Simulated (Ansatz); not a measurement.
Theory: DFT, RPBE, plane waves (420 eV) with PAW, scalar-relativistic in Ansatz. The PAW files were generated under PBE, with cores re-solved for the functional.

An element in the simple cubic structure gives this curve. The cell is scaled uniformly from the relaxed one, with fractional coordinates and shape fixed. Energies are extrapolated to zero smearing, pressures are those at the given smearing. Magnetic state: spin not included.

```
V (Å³/atom)  E − E₀ (meV/atom)  P (GPa)
     76.096               10.8     0.39
     79.555                4.3     0.24
     83.014                0.9     0.11
     86.473                0.0     0.01
     89.932                1.2    -0.08
     93.391                4.1    -0.15
     96.850                8.4    -0.21
```

(1) Which element is it?
A. potassium
B. lanthanum
C. barium
D. caesium

## Answers

(1) A. Its fit is V₀ = 86.14 Å³/atom, B₀ = 2.4 GPa, B₀′ = 3.7.
